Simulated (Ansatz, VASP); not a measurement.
# HfO2: VASP beside Ansatz

```
CELL_PARAMETERS angstrom
3.60331 0.00000 0.00000
0.00000 3.60331 0.00000
0.00000 0.00000 5.25063
ATOMIC_POSITIONS crystal
Hf 0.50000 0.50000 0.50000
Hf 0.00000 0.00000 0.00000
O 0.00000 0.50000 0.69501
O 0.50000 0.00000 0.80499
O 0.50000 0.00000 0.30499
O 0.00000 0.50000 0.19501
```

Measurements of this composition are mostly on another form, of space group No. 14.

Alike in both runs: task relaxation of cell and atoms; functional PBE; k mesh 6 × 6 × 4; occupations gaussian, width 0.02 eV; no spin polarisation.

```csv
,VASP,Ansatz
version,VASP 6.6.1,Ansatz 0.2.0
potentials or method,"VASP PAW PBE potentials, release 64 (Hf_pv, O)","scalar-relativistic, plane waves, PAW"
plane-wave cutoff (eV),600,420
valence electrons in the cell,44,76
```

|  | VASP | Ansatz | Ansatz less VASP |
| --- | --- | --- | --- |
| gap on the k mesh at the Fermi level, each at its own relaxed structure (eV) | 4.69 | 4.67 | -0.018 |
| relaxed volume (Å³/atom) | 11.21 | 11.40 | +0.188 |
| relaxed cell length with the largest relative difference (Å) | 5.226 | 5.264 | +0.0384 |
| energy change over the relaxation (meV/atom) | -2 | 0 | +1.4 |

The two sets of potentials don't hold the same shells in valence.

Caveats: spin-orbit coupling is left out, which moves the levels of the heavy elements. A hybrid or GW would open this gap; PBE tends to underestimate it. A k mesh can miss the band edges.
